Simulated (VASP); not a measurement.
# Sr: single point with PBEsol

Crystal: Sr.

```
Sr
1.0
    -2.43500    2.43500    2.43500
     2.43500   -2.43500    2.43500
     2.43500    2.43500   -2.43500
Sr
1
Cartesian
  0.0000 0.0000 0.0000
```

This isn't the form of Sr at room conditions, which is fcc.

| Property | Result |
| --- | --- |
| Program | VASP 6.6.1 |
| Task | single point |
| Functional | PBEsol |
| Potentials or basis | VASP PAW PBE potentials, release 64 (Sr_sv) |
| Cutoff | 520 eV |
| k mesh | 8 × 8 × 8 |
| Occupations | gaussian, width 0.1 eV |
| Spin | no spin polarisation |
| Further INCAR settings | ALGO = Normal; EDIFF = 1e-06; NBANDS = 11 |

```yaml
Pressure: -1.3 GPa
Band_gap_on_the_k_mesh: none (metal or under the smearing width)
```

Levels at points of the mesh, in eV from the Fermi level:
```tsv
k point	band 3	band 4	band 5	band 6	band 7	band 8
(0.00, 0.00, 0.00)	-18.55	-18.55	-3.59	2.29	2.29	2.29
(0.50, 0.00, 0.00)	-18.61	-18.55	-1.00	0.16	1.19	3.36
(0.50, 0.50, 0.50)	-18.67	-18.67	-0.08	-0.08	3.41	3.41
```

Wall time 7.4 s on 1 thread of Intel(R) Xeon(R) Platinum 8559C (Emerald Rapids), with other jobs on the host, peak memory 0.17 GiB.

Caveat: the PAW data sets were made with another functional, which shifts forces and pressure a little.
